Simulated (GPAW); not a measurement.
# Ir (P6_3/mmc) in GPAW: reference runs

Reference runs on Ir: the cell as given and a disturbed copy.

Program: GPAW 26.7.0. These are calculated values, not measurements. Logs are shortened: lines on timing, memory, paths and dates and some standing lists are left out, and cuts for length are marked. The log counts tension as positive stress, the text compression.

### Step 1. Starting point

It takes space group P6_3/mmc (No. 194, hexagonal). Conventional cell: a = 2.751 Å, b = 2.751 Å, c = 4.462 Å, α = 90.00°, β = 90.00°, γ = 120.00°. Around Ir (site symmetry -6m2) lie 12 Ir at 2.74 to 2.75 Å.

This isn't the form of Ir at room conditions, which is fcc.

### Step 2. Single point, PBEsol

File run.py:

```python
from ase import Atoms
from ase.dft.bandgap import bandgap
from ase.io import write
from ase.units import GPa
from gpaw import GPAW, PW, setup_paths

setup_paths.insert(0, '.')

atoms = Atoms(['Ir', 'Ir'],
              cell=[[2.7513778946, 0.0, 0.0],
                    [-1.3756889473, 2.3827631521, 0.0],
                    [0.0, 0.0, 4.46229]],
              scaled_positions=[[0.3333333333, 0.6666666667, 0.25],
                                [0.6666666667, 0.3333333333, 0.75]],
              pbc=True)

calc = GPAW(mode=PW(600),
            xc='PBEsol',
            kpts={'size': (11, 11, 6), 'gamma': True},
            occupations={'name': 'fermi-dirac', 'width': 0.05},
            nbands=28,
            convergence={'density': 1e-05, 'energy': 1e-05},
            maxiter=150,
            txt='gpaw.txt')
atoms.calc = calc
energy = atoms.get_potential_energy()
forces = atoms.get_forces()
stress = atoms.get_stress()
calc.write('gs.gpw')
write('result.traj', atoms)
print(f'Energy: {energy:.6f} eV')
print('Forces (eV/A):')
print(forces.round(4))
print('Stress (GPa):', (stress / GPa).round(3))
print('Fermi level:', round(calc.get_fermi_level(), 4), 'eV')
print(f'Gap: {bandgap(calc)[0]:.4f} eV, direct: {bandgap(calc, direct=True)[0]:.4f} eV')
```

Potentials or basis: PAW data sets generated in the run's folder for this functional, pw.

Launch:

```bash
> gpaw-setup -f PBEsol Ir
> OMP_NUM_THREADS=1 python run.py
```

gpaw.txt:

```text
__  _  _
 | _ |_)|_||  |
 |__||  | ||/\| - 26.7.0

Input parameters:
  mode=PW(ecut=600.0),
  convergence={'density': 1e-05, 'energy': 1e-05},
  kpts=MonkhorstPack(size=(11, 11, 6), gamma=True),
  maxiter=150,
  nbands=28,
  occupations=Occupations(name='fermi-dirac', width=0.05),
  xc=XC(name='PBEsol')

Diagonalizing LCAO Hamiltonian
Converting LCAO to pw mode

          Ir

        Ir

Atoms  # Å, Bohr magnetons
|   | symbol |         x |        y |        z |    initial magnetic moments |
|---|--------|-----------|----------|----------|-----------------------------|
| 0 |     Ir | -0.000000 | 1.588509 | 1.115573 | ( 0.0000,  0.0000,  0.0000) |
| 1 |     Ir |  1.375689 | 0.794254 | 3.346718 | ( 0.0000,  0.0000,  0.0000) |

Unit cell  # Å
| periodic |         x |        y |        z |  lengths |     angles |
|----------|-----------|----------|----------|----------|------------|
|      yes |  2.751378 | 0.000000 | 0.000000 | 2.751378 |  90.000000 |
|      yes | -1.375689 | 2.382763 | 0.000000 | 2.751378 |  90.000000 |
|      yes |  0.000000 | 0.000000 | 4.462290 | 4.462290 | 120.000000 |

Number of symmetries: 12
Symmetry operations  # r_c * U_cc + t_c -> r_c
|    | kind |            matrix            |
|----|------|------------------------------|
|  0 |  σ   |  1, 1, 0,  0,-1, 0,  0, 0, 1 |
|  1 |  S6  |  1, 1, 0, -1, 0, 0,  0, 0,-1 |
|  2 |  E   |  1, 0, 0,  0, 1, 0,  0, 0, 1 |
|  3 |  C2  |  1, 0, 0, -1,-1, 0,  0, 0,-1 |
|  4 |  C2  |  0, 1, 0,  1, 0, 0,  0, 0,-1 |
|  5 |  C3  |  0, 1, 0, -1,-1, 0,  0, 0, 1 |
|  6 |  S6  |  0,-1, 0,  1, 1, 0,  0, 0,-1 |
|  7 |  σ   |  0,-1, 0, -1, 0, 0,  0, 0, 1 |
|  8 |  σ   | -1, 0, 0,  1, 1, 0,  0, 0, 1 |
|  9 |  i   | -1, 0, 0,  0,-1, 0,  0, 0,-1 |
| 10 |  C3  | -1,-1, 0,  1, 0, 0,  0, 0, 1 |
| 11 |  C2  | -1,-1, 0,  0, 1, 0,  0, 0,-1 |

BZ-sampling:
  Number of BZ points: 726
  Number of IBZ points: 84

  Monkhorst-Pack size: [11, 11, 6]
  Monkhorst-Pack shift: [0.0, 0.0, 0.08333333333333333]

K-points  # in reciprocal-cell coordinates
|     |                                coordinates |     weight |
|-----|--------------------------------------------|------------|
|   0 | (  0.00000000,   0.00000000,   0.00000000) | 0.00137741 |
|   1 | (  0.00000000,   0.00000000,   0.16666667) | 0.00275482 |
|   2 | (  0.00000000,   0.00000000,   0.33333333) | 0.00275482 |
|   3 | (  0.00000000,   0.00000000,   0.50000000) | 0.00137741 |
|   4 | (  0.09090909,   0.00000000,  -0.33333333) | 0.00826446 |
|   5 | (  0.09090909,   0.00000000,  -0.16666667) | 0.00826446 |
|   6 | (  0.09090909,   0.00000000,   0.00000000) | 0.00826446 |
|   7 | (  0.09090909,   0.00000000,   0.16666667) | 0.00826446 |
|   8 | (  0.09090909,   0.00000000,   0.33333333) | 0.00826446 |
|   9 | (  0.09090909,   0.00000000,   0.50000000) | 0.00826446 |
| ... |                                            |            |
|  83 | (  0.45454545,   0.45454545,   0.50000000) | 0.00826446 |

Plane wave coefficients: 1002
Cutoff: 600.0 eV

Spin-components: 1 (collinear spins)
Bands:           28
Projectors:      12
Spin-degeneracy: 2
Datatype:        complex128

Parallelization:
  kpt:    1
  domain: 1
  band:   1

Density:
  Valence electrons: 30.0
  Components: 1
  Grid points: [16 16 27]
  Charge: 0.0  # |e|

Potential:
  Grid points: [16 16 27]

species:
  Ir:
    name:    Iridium
    Z:       77.0
    valence: 15
    core:    62
    charge:  0.0  # [|e|]
    compensation charges:
      type: gauss
      rc: 0.40  # [Å]
      lmax: 2
    cutoffs:
      filter: 2.40  # [Å]
      core: 2.36  # [Å]
    projectors
    | kind |    occ | energy [eV] | rcut [Å] |
    |------|--------|-------------|----------|
    |   6s |  2.000 |      -6.350 |    1.296 |
    |   5p |  6.000 |     -54.763 |    1.328 |
    |   6p |  0.000 |      -1.184 |    1.328 |
    |   5d |  7.000 |      -7.197 |    1.286 |
    |    s |        |      20.861 |    1.296 |
    |    d |        |      20.014 |    1.286 |

    Using partial waves for Ir as LCAO basis

Reference energy: -968695.763642  # eV

eigensolver:
  PPCG
  Converge bands: occupied
  niter=2

density mixing:
  MSR1-Mixer
  Pratt-step length: 0.05
  Maximum mixing coefficient: 0.75
  Old densities: 10
  SVD Regularization: 0.005
  Good broyden scale: 1.0
  Trust region scale: 1.0
  Backstep threshold: 4.0
  History deletion threshold: 6.0
  Fourier metric: weight=20.0, sigma=0.015

occupation numbers:
  Fermi-Dirac:
    width: 0.0500  # eV

poisson solver:
  ecut: 4800.0  # eV

xc functional:
  name: PBEsol with 2 nearest neighbor stencil

convergence criteria:
- Maximum integral of absolute [dens]ity change: 1e-05 electrons / valence electron
- Maximum [total energy] change in last 3 cyles: 1e-05 eV / valence electron
- Maximum integral of absolute [eigenst]ate change: 4e-08 eV^2 / valence electron
maximum number of iterations: 150

SCF iterations
|iter     | |      energy | eigst |  dens |
|---------|-|-------------|-------|-------|
|iter:   1| |  -20.598012 | +0.16 |       |
|iter:   2| |  -20.562992 | -2.70 | -1.43 |
|iter:   3| |  -20.441800 | -2.34 | -1.47 |
|iter:   4| |  -20.456436 | -3.43 | -2.10 |
|iter:   5| |  -20.463133 | -3.35 | -2.39 |
|iter:   6| |  -20.463171 | -5.68 | -3.60 |
|iter:   7| |  -20.463177c| -6.27 | -3.92 |
|iter:   8| |  -20.463178c| -7.81c| -4.67 |
|iter:   9| |  -20.463178c| -8.02c| -5.22c|

Converged in 9 steps
Energy contributions relative to reference atoms: (reference = -968695.763642)

Energy contributions:
  Kinetic:          -3.467284
  Coulomb:           2.815742
  Zero:             -0.461088
  External:          0.000000
  Xc:              -19.337855
  Entropy:          -0.025385
  Spinorbit:         0.000000
  ----------------------------
  Free energy:     -20.475870
  Extrapolated:    -20.463178

dipole moment: (0.000001, 0.000001, 0.000003)  # |e|*Ang

Fermi level: 14.153
Eigenvalues  # (at kpt = [0.000, 0.000, 0.000])
| band index |      eig [eV] | occ [0-2] |
|------------|---------------|-----------|
|          0 |       -36.014 |     2.000 |
|        ... |               |           |
|          8 |        10.408 |     2.000 |
|          9 |        10.510 |     2.000 |
|         10 |        10.510 |     2.000 |
|         11 |        11.135 |     2.000 |
|         12 |        11.135 |     2.000 |
|         13 |        11.895 |     2.000 |
[... 8 lines left out ...]
|         22 |        35.193 |     0.000 |
|         23 |        35.193 |     0.000 |
|        ... |               |           |
|         27 |        39.237 |     0.000 |

No gap
No difference between direct/indirect transitions

Forces  # eV/Ang
|        x |       y |        z |
|----------|---------|----------|
| -0.00000 | 0.00000 | -0.00057 |  # Ir   0
| -0.00000 | 0.00000 |  0.00057 |  # Ir   1

Stress tensor  # eV/Ang^3
|        x |        y |        z |
|----------|----------|----------|
| 0.082512 | 0.000000 | 0.000000 |
| 0.000000 | 0.082512 | 0.000000 |
| 0.000000 | 0.000000 | 0.085047 |

# Writing to gs.gpw (mode='')
```

Run time: 44 s. Hardware: 1 thread of Arm Neoverse V1, shared host; peak memory 0.17 GiB.

What came out:

```yaml
Free_energy: -20.4759 eV
Pressure: -13.4 GPa
Band_gap_on_the_k_mesh: none (metal or under the smearing width)
```

Levels at points of the mesh, in eV from the Fermi level:
| k point | band 13 | band 14 | band 15 | band 16 | band 17 | band 18 |
| --- | --- | --- | --- | --- | --- | --- |
| (0.00, 0.00, 0.00) | -3.02 | -2.26 | -2.26 | -0.78 | 0.27 | 0.27 |
| (0.00, 0.00, 0.50) | -3.76 | -3.76 | -0.44 | -0.44 | -0.44 | -0.44 |

### Step 3. Single point, PBEsol (atoms moved at random, drawn with an rms of 0.05 Å)

Edit run.py of step 2 so:

```diff
@@ -12,4 +12,4 @@
                     [0.0, 0.0, 4.46229]],
-              scaled_positions=[[0.3333333333, 0.6666666667, 0.25],
-                                [0.6666666667, 0.3333333333, 0.75]],
+              scaled_positions=[[0.344451, 0.661321, 0.257131],
+                                [0.649033, 0.34504, 0.746499]],
               pbc=True)
```

Potentials or basis: PAW data sets generated in the run's folder for this functional, pw.

Launch:

```bash
> gpaw-setup -f PBEsol Ir
> OMP_NUM_THREADS=1 python run.py
```

gpaw.txt:

```text
__  _  _
 | _ |_)|_||  |
 |__||  | ||/\| - 26.7.0

Input parameters:
  mode=PW(ecut=600.0),
  convergence={'density': 1e-05, 'energy': 1e-05},
  kpts=MonkhorstPack(size=(11, 11, 6), gamma=True),
  maxiter=150,
  nbands=28,
  occupations=Occupations(name='fermi-dirac', width=0.05),
  xc=XC(name='PBEsol')

Diagonalizing LCAO Hamiltonian
Converting LCAO to pw mode

          Ir

        Ir

Atoms  # Å, Bohr magnetons
|   | symbol |        x |        y |        z |    initial magnetic moments |
|---|--------|----------|----------|----------|-----------------------------|
| 0 |     Ir | 0.037943 | 1.575771 | 1.147393 | ( 0.0000,  0.0000,  0.0000) |
| 1 |     Ir | 1.311067 | 0.822149 | 3.331095 | ( 0.0000,  0.0000,  0.0000) |

Unit cell  # Å
| periodic |         x |        y |        z |  lengths |     angles |
|----------|-----------|----------|----------|----------|------------|
|      yes |  2.751378 | 0.000000 | 0.000000 | 2.751378 |  90.000000 |
|      yes | -1.375689 | 2.382763 | 0.000000 | 2.751378 |  90.000000 |
|      yes |  0.000000 | 0.000000 | 4.462290 | 4.462290 | 120.000000 |

Number of symmetries: 1
Symmetry operations  # r_c * U_cc + t_c -> r_c
|   | kind |            matrix            |
|---|------|------------------------------|
| 0 |  E   |  1, 0, 0,  0, 1, 0,  0, 0, 1 |

BZ-sampling:
  Number of BZ points: 726
  Number of IBZ points: 364

  Monkhorst-Pack size: [11, 11, 6]
  Monkhorst-Pack shift: [0.0, 0.0, 0.08333333333333333]

K-points  # in reciprocal-cell coordinates
|     |                                coordinates |     weight |
|-----|--------------------------------------------|------------|
|   0 | (  0.00000000,   0.00000000,   0.00000000) | 0.00137741 |
|   1 | (  0.00000000,   0.00000000,   0.16666667) | 0.00275482 |
|   2 | (  0.00000000,   0.00000000,   0.33333333) | 0.00275482 |
|   3 | (  0.00000000,   0.00000000,   0.50000000) | 0.00137741 |
|   4 | (  0.00000000,   0.09090909,  -0.33333333) | 0.00275482 |
|   5 | (  0.00000000,   0.09090909,  -0.16666667) | 0.00275482 |
|   6 | (  0.00000000,   0.09090909,   0.00000000) | 0.00275482 |
|   7 | (  0.00000000,   0.09090909,   0.16666667) | 0.00275482 |
|   8 | (  0.00000000,   0.09090909,   0.33333333) | 0.00275482 |
|   9 | (  0.00000000,   0.09090909,   0.50000000) | 0.00275482 |
| ... |                                            |            |
| 363 | (  0.45454545,   0.45454545,   0.50000000) | 0.00275482 |

Plane wave coefficients: 1002
Cutoff: 600.0 eV

Spin-components: 1 (collinear spins)
Bands:           28
Projectors:      12
Spin-degeneracy: 2
Datatype:        complex128

Parallelization:
  kpt:    1
  domain: 1
  band:   1

Density:
  Valence electrons: 30.0
  Components: 1
  Grid points: [16 16 27]
  Charge: 0.0  # |e|

Potential:
  Grid points: [16 16 27]

species:
  Ir:
    name:    Iridium
    Z:       77.0
    valence: 15
    core:    62
    charge:  0.0  # [|e|]
    compensation charges:
      type: gauss
      rc: 0.40  # [Å]
      lmax: 2
    cutoffs:
      filter: 2.40  # [Å]
      core: 2.36  # [Å]
    projectors
    | kind |    occ | energy [eV] | rcut [Å] |
    |------|--------|-------------|----------|
    |   6s |  2.000 |      -6.350 |    1.296 |
    |   5p |  6.000 |     -54.763 |    1.328 |
    |   6p |  0.000 |      -1.184 |    1.328 |
    |   5d |  7.000 |      -7.197 |    1.286 |
    |    s |        |      20.861 |    1.296 |
    |    d |        |      20.014 |    1.286 |

    Using partial waves for Ir as LCAO basis

Reference energy: -968695.763642  # eV

eigensolver:
  PPCG
  Converge bands: occupied
  niter=2

density mixing:
  MSR1-Mixer
  Pratt-step length: 0.05
  Maximum mixing coefficient: 0.75
  Old densities: 10
  SVD Regularization: 0.005
  Good broyden scale: 1.0
  Trust region scale: 1.0
  Backstep threshold: 4.0
  History deletion threshold: 6.0
  Fourier metric: weight=20.0, sigma=0.015

occupation numbers:
  Fermi-Dirac:
    width: 0.0500  # eV

poisson solver:
  ecut: 4800.0  # eV

xc functional:
  name: PBEsol with 2 nearest neighbor stencil

convergence criteria:
- Maximum integral of absolute [dens]ity change: 1e-05 electrons / valence electron
- Maximum [total energy] change in last 3 cyles: 1e-05 eV / valence electron
- Maximum integral of absolute [eigenst]ate change: 4e-08 eV^2 / valence electron
maximum number of iterations: 150

SCF iterations
|iter     | |      energy | eigst |  dens |
|---------|-|-------------|-------|-------|
|iter:   1| |  -20.558176 | +0.16 |       |
|iter:   2| |  -20.523315 | -2.70 | -1.43 |
|iter:   3| |  -20.402722 | -2.33 | -1.47 |
|iter:   4| |  -20.417209 | -3.43 | -2.10 |
|iter:   5| |  -20.423866 | -3.35 | -2.39 |
|iter:   6| |  -20.424174 | -5.24 | -3.41 |
|iter:   7| |  -20.423886 | -5.78 | -2.93 |
|iter:   8| |  -20.423893c| -6.45 | -4.02 |
|iter:   9| |  -20.423897c| -6.63 | -4.26 |
|iter:  10| |  -20.423897c| -8.04c| -4.95 |
|iter:  11| |  -20.423897c| -7.85c| -5.29c|

Converged in 11 steps
Energy contributions relative to reference atoms: (reference = -968695.763642)

Energy contributions:
  Kinetic:          -2.666554
  Coulomb:           2.138343
  Zero:             -0.464841
  External:          0.000000
  Xc:              -19.418737
  Entropy:          -0.024215
  Spinorbit:         0.000000
  ----------------------------
  Free energy:     -20.436005
  Extrapolated:    -20.423897

dipole moment: (-0.169431, 0.097326, 0.081544)  # |e|*Ang

Fermi level: 14.164
Eigenvalues  # (at kpt = [0.000, 0.000, 0.000])
| band index |      eig [eV] | occ [0-2] |
|------------|---------------|-----------|
|          0 |       -36.028 |     2.000 |
|        ... |               |           |
|          9 |        10.453 |     2.000 |
|         10 |        10.573 |     2.000 |
|         11 |        11.020 |     2.000 |
|         12 |        11.254 |     2.000 |
|         13 |        11.642 |     2.000 |
|         14 |        12.247 |     2.000 |
|         15 |        13.391 |     2.000 |
|         16 |        14.071 |     1.731 |
|         17 |        14.754 |     0.000 |
|         18 |        20.948 |     0.000 |
|         19 |        28.104 |     0.000 |
|         20 |        30.249 |     0.000 |
|         21 |        31.161 |     0.000 |
|         22 |        34.836 |     0.000 |
|         23 |        35.697 |     0.000 |
|         24 |        35.714 |     0.000 |
|        ... |               |           |
|         27 |        38.712 |     0.000 |

No gap
No difference between direct/indirect transitions

Forces  # eV/Ang
|        x |        y |        z |
|----------|----------|----------|
| -0.47608 |  0.19681 | -0.52564 |  # Ir   0
|  0.47618 | -0.19690 |  0.52562 |  # Ir   1

Stress tensor  # eV/Ang^3
|         x |        y |         z |
|-----------|----------|-----------|
|  0.076986 | 0.003843 | -0.007081 |
|  0.003843 | 0.081061 |  0.003164 |
| -0.007081 | 0.003164 |  0.075034 |

# Writing to gs.gpw (mode='')
```

stdout:

```text
Energy: -20.423897 eV
Forces (eV/A):
[[-0.4761  0.1968 -0.5256]
 [ 0.4762 -0.1969  0.5256]]
Stress (GPa): [12.335 12.987 12.022  0.507 -1.134  0.616]
Fermi level: 14.1637 eV
Gap: 0.0000 eV, direct: 0.0000 eV
```

Wall time 3.2 min (1 thread of Arm Neoverse V1, shared host); peak memory 0.34 GiB.

Results:

```
Free energy            : -20.4360 eV
Pressure               : -12.4 GPa
Largest force          : 0.736 eV/Å
Band gap on the k mesh : none (metal or under the smearing width)
```

Forces on the atoms (eV/Å):
```
Ir  -0.476  0.197 -0.526
Ir   0.476 -0.197  0.526
```

Stress tensor (GPa, compression positive):
```
-12.33  -0.62   1.13
 -0.62 -12.99  -0.51
  1.13  -0.51 -12.02
```

Levels at points of the mesh, in eV from the Fermi level:
| k point | band 13 | band 14 | band 15 | band 16 | band 17 | band 18 |
| --- | --- | --- | --- | --- | --- | --- |
| (0.00, 0.00, 0.00) | -2.91 | -2.52 | -1.92 | -0.77 | -0.09 | 0.59 |
| (0.00, 0.00, 0.50) | -3.71 | -3.67 | -0.71 | -0.45 | -0.41 | -0.26 |
